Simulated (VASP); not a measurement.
# MgO (P2_1/m) in VASP: single point with r2SCAN

Aim: the single point of MgO with r2SCAN.

Program: VASP 6.6.1. These are calculated values, not measurements. Logs are shortened: lines on timing, memory, paths and dates and some standing lists are left out, and cuts for length are marked.

### 1 The cell of the first run

It takes space group P2_1/m (No. 11, monoclinic). The conventional cell has a = 3.404 Å, b = 4.185 Å, c = 3.485 Å, α = 90.00°, β = 117.69°, γ = 90.00°. Mg (site symmetry m) has 5 O at 2.01 to 2.09 Å as nearest neighbours. O (site symmetry m) is surrounded by 5 Mg at 2.01 to 2.09 Å.

The cell was built by a generator and needn't be a form met in nature.

### 2 Single point, r2SCAN (shear_xy strain +5.3%)

Contents of POSCAR:

```
MgO
1.0
    3.4840197850      0.0928491273      0.0000000000
   -1.6616001896      2.9708250775      0.0000000000
    0.0000000000      0.0000000000      4.1853204440
Mg O
2 2
Direct
    0.3271278557      0.6670900487      0.2500000000
    0.6728721443      0.3329099513      0.7500000000
    0.6743318560      0.3328040171      0.2500000000
    0.3256681440      0.6671959829      0.7500000000
```

Contents of INCAR.step1:

```
ALGO = Normal
EDIFF = 1E-4
ENCUT = 520
GGA = PE
ISMEAR = 0
LASPH = T
LCHARG = F
LREAL = F
LWAVE = T
NBANDS = 16
NELM = 100
PREC = Accurate
SIGMA = 0.01
```

Contents of INCAR.step2:

```
ALGO = Normal
EDIFF = 1E-7
ENCUT = 520
ISIF = 2
ISMEAR = 0
ISTART = 1
LASPH = T
LCHARG = T
LELF = T
LMIXTAU = T
LREAL = F
LVHAR = T
LWAVE = F
METAGGA = R2SCAN
NBANDS = 16
NELM = 100
PREC = Accurate
SIGMA = 0.01
```

Contents of KPOINTS:

```
k-points
0
Gamma
  12 12 6
```

Potentials or basis: VASP PAW PBE potentials, release 64 (Mg, O).

Run with:

```sh
cat potpaw_PBE.64/Mg/POTCAR potpaw_PBE.64/O/POTCAR > POTCAR
cp INCAR.step1 INCAR
mpirun -np 1 vasp_std > vasp.out
cp INCAR.step2 INCAR
mpirun -np 1 vasp_std > vasp.out
```

OUTCAR:

```text
EDIFF = 1E-7
   ENCUT = 520
   ISIF = 2
   ISMEAR = 0
   ISTART = 1
   LASPH = T
   LREAL = F
   METAGGA = R2SCAN
   NELM = 100
   PREC = Accurate

 ion  position               nearest neighbor table
   1  0.327  0.667  0.250-   3 2.01   3 2.01   3 2.02   4 2.09   4 2.09   2 2.90   2 2.90   2 2.90
                             2 2.90   2 2.91   2 2.91
   2  0.673  0.333  0.750-   4 2.01   4 2.01   4 2.02   3 2.09   3 2.09   1 2.90   1 2.90   1 2.90
                             1 2.90   1 2.91   1 2.91
   3  0.674  0.333  0.250-   1 2.01   1 2.01   1 2.02   2 2.09   2 2.09
   4  0.326  0.667  0.750-   2 2.01   2 2.01   2 2.02   1 2.09   1 2.09

  Warning from LATTYP: Monoclinic adjustment (A1->A3, A2->A1, A3->A2)!
  LATTYP: Found a simple monoclinic cell.
 ALAT       =     3.4039266783
 B/A-ratio  =     1.2295565797
 C/A-ratio  =     1.0238930240
 COS(beta)  =    -0.4647180189

  Lattice vectors:

 A1 = (  -1.6616001896,   2.9708250775,   0.0000000000)
 A2 = (   0.0000000000,   0.0000000000,   4.1853204440)
 A3 = (   3.4840197850,   0.0928491273,   0.0000000000)

Analysis of symmetry for initial positions (statically):
=====================================================================
 Subroutine PRICEL returns:
 Original cell was already a primitive cell.

 Routine SETGRP: Setting up the symmetry group for a
 simple monoclinic supercell.

 Subroutine GETGRP returns: Found  4 space group operations
 (whereof  2 operations were pure point group operations)
 out of a pool of  4 trial point group operations.

The static configuration has the point symmetry S_2 .
 The point group associated with its full space group is C_2h.

Analysis of symmetry for dynamics (positions and initial velocities):
=====================================================================
 Subroutine PRICEL returns:
 Original cell was already a primitive cell.

 Routine SETGRP: Setting up the symmetry group for a
 simple monoclinic supercell.

 Subroutine GETGRP returns: Found  4 space group operations
 (whereof  2 operations were pure point group operations)
 out of a pool of  4 trial point group operations.

The dynamic configuration has the point symmetry S_2 .
 The point group associated with its full space group is C_2h.

 Subroutine INISYM returns: Found  4 space group operations
 (whereof  2 operations are pure point group operations),
 and found     1 'primitive' translations

----------------------------------------------------------------------------------------

                                     Primitive cell

  volume of cell :      43.9655

  direct lattice vectors                    reciprocal lattice vectors
     3.484019785  0.092849127  0.000000000     0.282809360  0.158176963  0.000000000
    -1.661600190  2.970825077  0.000000000    -0.008838825  0.331663219  0.000000000
     0.000000000  0.000000000  4.185320444     0.000000000  0.000000000  0.238930331

  length of vectors
     3.485256780  3.403926678  4.185320444     0.324038710  0.331780975  0.238930331

  position of ions in fractional coordinates (direct lattice)
     0.327127856  0.667090049  0.250000000
     0.672872144  0.332909951  0.750000000
     0.674331856  0.332804017  0.250000000
     0.325668144  0.667195983  0.750000000

  ion indices of the primitive-cell ions
   primitive index   ion index
                 1           1
                 2           2
                 3           3
                 4           4

----------------------------------------------------------------------------------------

 KPOINTS: k-points

Automatic generation of k-mesh.
 Grid dimensions read from file:
 generate k-points for:   12   12    6

 Generating k-lattice:

  Cartesian coordinates                     Fractional coordinates (reciprocal lattice)
     0.023567447  0.013181414  0.000000000     0.083333333 -0.000000000  0.000000000
    -0.000736569  0.027638602  0.000000000     0.000000000  0.083333333  0.000000000
     0.000000000  0.000000000  0.039821722     0.000000000  0.000000000  0.166666667

  Length of vectors
     0.027003226  0.027648415  0.039821722

  Shift w.r.t. Gamma in fractional coordinates (k-lattice)
     0.000000000  0.000000000  0.000000000

 Subroutine IBZKPT returns following result:
 ===========================================

 Found    296 irreducible k-points:

 Following reciprocal coordinates:
            Coordinates               Weight
  0.000000  0.000000  0.000000      1.000000
  0.083333  0.000000  0.000000      2.000000
  0.166667  0.000000  0.000000      2.000000
  0.250000  0.000000  0.000000      2.000000
  0.333333  0.000000  0.000000      2.000000
  0.416667  0.000000  0.000000      2.000000
[... 16 lines left out ...]
  0.250000  0.166667  0.000000      2.000000
  0.333333  0.166667  0.000000      2.000000
 [... further k-points ...]
   k-points           NKPTS =    296   k-points in BZ     NKDIM =    296   number of bands    NBANDS=     16
   number of dos      NEDOS =    301   number of ions     NIONS =      4
   total plane-waves  NPLWV =  25088
   dimension x,y,z NGX =    28 NGY =   28 NGZ =   32
   dimension x,y,z NGXF=    56 NGYF=   56 NGZF=   64
   ions per type =               2   2
   NGX,Y,Z   is equivalent  to a cutoff of  13.36, 13.68, 12.71 a.u.
   NGXF,Y,Z  is equivalent  to a cutoff of  26.71, 27.35, 25.42 a.u.
 SYSTEM =  unknown system
   PREC   = accura    normal or accurate (medium, high low for compatibility)
   ISTART =      1    job   : 0-new  1-cont  2-samecut
   ICHARG =      0    charge: 1-file 2-atom 10-const
   ISPIN  =      1    spin polarized calculation?
   LNONCOLLINEAR =      F non collinear calculations
   LSORBIT =      F    spin-orbit coupling
   LASPH  =      T    aspherical Exc in radial PAW
   ENCUT  =  520.0 eV  38.22 Ry    6.18 a.u.   6.48  6.33  7.78*2*pi/ulx,y,z
   NELM   =    100;   NELMIN=  2; NELMDL=  0     # of ELM steps
   EDIFF  = 0.1E-06   stopping-criterion for ELM
   LREAL  =      F    real-space projection
   EDIFFG = 0.1E-05   stopping-criterion for IOM
   NSW    =      0    number of steps for IOM
   IBRION =     -1    ionic relax: 0-MD 1-quasi-New 2-CG
   NFREE  =      0    steps in history (QN), initial steepest desc. (CG)
   ISIF   =      2    stress and relaxation
   ISYM   =      2    0-nonsym 1-usesym 2-fastsym
   POTIM  = 0.5000    time-step for ionic-motion
   TEBEG  =    0.0;   TEEND  =   0.0 temperature during run
   PSTRESS=    0.0 pullay stress
   NELECT =      16.0000    total number of electrons
   NUPDOWN=      -1.0000    fix difference up-down
   EMIN   =  10.00;   EMAX   =-10.00  energy-range for DOS
   EFERMI =   0.00;   METHOD = LEGACY
   ISMEAR =     0;   SIGMA  =   0.01  broadening in eV -4-tet -1-fermi 0-gaus
   EFERMI_NEDOS =   21; number of points for ismear=-14 and -15
   IALGO  =     38    algorithm
   IMIX   =      4    mixing-type and parameters
     AMIX     =   0.40;   BMIX     =  1.00
     AMIX_MAG =   1.60;   BMIX_MAG =  1.00
  volume/ion in A,a.u.               =      10.99        74.17
  Fermi-wavevector in a.u.,A,eV,Ry     =   1.168811  2.208732 18.587168  1.366118
  Thomas-Fermi vector in A             =   2.305292
   LORBIT       =      0    0 simple, 1 ext, 2 COOP (PROOUT), +10 PAW based schemes
   METAGGA = R2SCAN    functional components
   LHFCALC =     F    Hartree Fock is set to
   AEXX    =    0.0000 exact exchange contribution
   IVDW    =     0    specifies the selected vdW correction
   LEPSILON=     F    determine dielectric tensor
   LRPA    =     F    only Hartree local field effects (RPA)
 non-spin polarized calculation
 Gauss-broadening in eV      SIGMA  =   0.01
  energy-cutoff  :      520.00
  volume of cell :       43.97
 maximum number of plane-waves:      1210
 NGX is ok and might be reduce to    28
   NGX = 13   NGY = 13   NGZ = 15

 number of electron      15.9999998 magnetization

 Free energy of the ion-electron system (eV)
  ---------------------------------------------------
  ext. energy  EPLUGINS =         0.00000000
  ---------------------------------------------------
  free energy    TOTEN  =       -32.05726705 eV

  energy without entropy =      -32.05726705  energy(sigma->0) =      -32.05726705

 E-fermi :   1.6386     XC(G=0): -10.5670

 val. band max:        1.5994827383   @ k =   0.0000   0.0000   0.0000
 cond. band min:       5.6794583371   @ k =   0.0000   0.0000   0.0000
 fundamental gap:      4.0799755988
 Fermi energy:         1.6385906137

 k-point     1 :       0.0000    0.0000    0.0000
  band No.  band energies     occupation
      1     -16.2870      2.00000
      2     -14.9247      2.00000
      3      -2.0770      2.00000
      4      -0.2970      2.00000
      5      -0.0139      2.00000
      6       0.7289      2.00000
[... 8 lines left out ...]
     15      18.1824      0.00000
     16      18.6300      0.00000

 k-point     2 :       0.0833    0.0000    0.0000
  band No.  band energies     occupation
      1     -16.2545      2.00000
      2     -14.9314      2.00000
      3      -2.0238      2.00000
      4      -0.3938      2.00000
      5      -0.0728      2.00000
      6       0.5707      2.00000
[... 8 lines left out ...]
     15      17.9275      0.00000
     16      18.3031      0.00000

 k-point     3 :       0.1667    0.0000    0.0000
  band No.  band energies     occupation
      1     -16.1613      2.00000
      2     -14.9533      2.00000
      3      -1.8681      2.00000
      4      -0.6920      2.00000
      5      -0.2037      2.00000
      6       0.2389      2.00000
[... 8 lines left out ...]
     15      17.2761      0.00000
     16      17.5889      0.00000

 k-point     4 :       0.2500    0.0000    0.0000
  band No.  band energies     occupation
      1     -16.0208      2.00000
      2     -14.9960      2.00000
      3      -1.6218      2.00000
      4      -1.1298      2.00000
      5      -0.3449      2.00000
      6      -0.0617      2.00000
[... 8 lines left out ...]
     15      16.9290      0.00000
     16      17.1023      0.00000

 k-point     5 :       0.3333    0.0000    0.0000
  band No.  band energies     occupation
      1     -15.8549      2.00000
      2     -15.0628      2.00000
      3      -1.5549      2.00000
      4      -1.3104      2.00000
      5      -0.4654      2.00000
      6      -0.2798      2.00000
[... 8 lines left out ...]
     15      17.1523      0.00000
     16      17.1814      0.00000

 k-point     6 :       0.4167    0.0000    0.0000
  band No.  band energies     occupation
      1     -15.6999      2.00000
      2     -15.1443      2.00000
      3      -1.8491      2.00000
      4      -0.9920      2.00000
      5      -0.5468      2.00000
      6      -0.4120      2.00000
[... 8 lines left out ...]
     15      17.2383      0.00000
     16      17.6106      0.00000
[... 267 lines left out ...]
 k-point    21 :       0.0833    0.1667    0.0000
  band No.  band energies     occupation
      1     -16.0713      2.00000
      2     -14.9743      2.00000
      3      -1.7133      2.00000
      4      -0.7916      2.00000
      5      -0.6202      2.00000
      6       0.2330      2.00000
[... 8 lines left out ...]
     15      16.8674      0.00000
     16      17.4025      0.00000

 k-point    22 :       0.1667    0.1667    0.0000
  band No.  band energies     occupation
      1     -15.9411      2.00000
      2     -15.0200      2.00000
      3      -1.4782      2.00000
      4      -1.1860      2.00000
      5      -0.7611      2.00000
      6       0.1271      2.00000
[... 8 lines left out ...]
     15      17.0286      0.00000
     16      17.1649      0.00000

 k-point    23 :       0.2500    0.1667    0.0000
  band No.  band energies     occupation
      1     -15.7846      2.00000
      2     -15.0892      2.00000
      3      -1.5898      2.00000
      4      -1.1765      2.00000
      5      -0.7747      2.00000
      6      -0.0766      2.00000
[... 8 lines left out ...]
     15      16.9883      0.00000
     16      17.4211      0.00000

 k-point    24 :       0.3333    0.1667    0.0000
  band No.  band energies     occupation
      1     -15.6322      2.00000
      2     -15.1746      2.00000
      3      -1.8698      2.00000
      4      -0.8563      2.00000
      5      -0.7040      2.00000
      6      -0.3143      2.00000
[... 8 lines left out ...]
     15      17.0207      0.00000
     16      17.5836      0.00000

 [... further k-points ...]

------------------------ aborting loop because EDIFF is reached ----------------------------------------

  FORCE on cell =-STRESS in cart. coord.  units (eV):
  Direction    XX          YY          ZZ          XY          YZ          ZX
  --------------------------------------------------------------------------------------
  -------------------------------------------------------------------------------------
  Total       -0.2709878     -0.1449366     -0.3148808     -0.4828615      0.0000000      0.0000000
  in kB       -9.8752553     -5.2817368    -11.4747909    -17.5962912      0.0000000      0.0000000
  external PRESSURE =      -8.8772610 kB  Pullay stress =       0.0000000 kB

 VOLUME and BASIS-vectors are now :
 -----------------------------------------------------------------------------
  energy-cutoff  :      520.00
  volume of cell :       43.97
      direct lattice vectors                 reciprocal lattice vectors
     3.484019785  0.092849127  0.000000000     0.282809360  0.158176963  0.000000000
    -1.661600190  2.970825077  0.000000000    -0.008838825  0.331663219  0.000000000
     0.000000000  0.000000000  4.185320444     0.000000000  0.000000000  0.238930331

 POSITION                                       TOTAL-FORCE (eV/Angst)
 -----------------------------------------------------------------------------------
      0.03128      2.01218      1.04633        -0.000282      0.001894      0.000000
      1.79114      1.05149      3.13899         0.000282     -0.001894      0.000000
      1.79640      1.05131      1.04633         0.004348     -0.002785      0.000000
      0.02602      2.01236      3.13899        -0.004348      0.002785      0.000000
 -----------------------------------------------------------------------------------
    total drift:                               -0.000000      0.000000     -0.000000

  FREE ENERGIE OF THE ION-ELECTRON SYSTEM (eV)
  ---------------------------------------------------
  free  energy   TOTEN  =       -32.0572670484 eV

  energy  without entropy=      -32.0572670484  energy(sigma->0) =      -32.05726705
```

Run time: 5.1 min. Hardware: 1 thread of Intel Xeon 6975P-C (Granite Rapids), shared host; peak memory 0.31 GiB.

What came out:

| Quantity | Value |
| --- | --- |
| Free energy | -32.0573 eV |
| Pressure | -0.9 GPa |
| Largest force | 0.005 eV/Å |
| Band gap on the k mesh | 4.08 eV, direct |

Forces in eV/Å, atoms in the order of the input:
```
Mg   0.000  0.002  0.000
Mg   0.000 -0.002  0.000
O    0.004 -0.003  0.000
O   -0.004  0.003  0.000
```

Caveat: the PAW data sets were made with another functional, which shifts forces and pressure a little. A k mesh can miss the band edges.
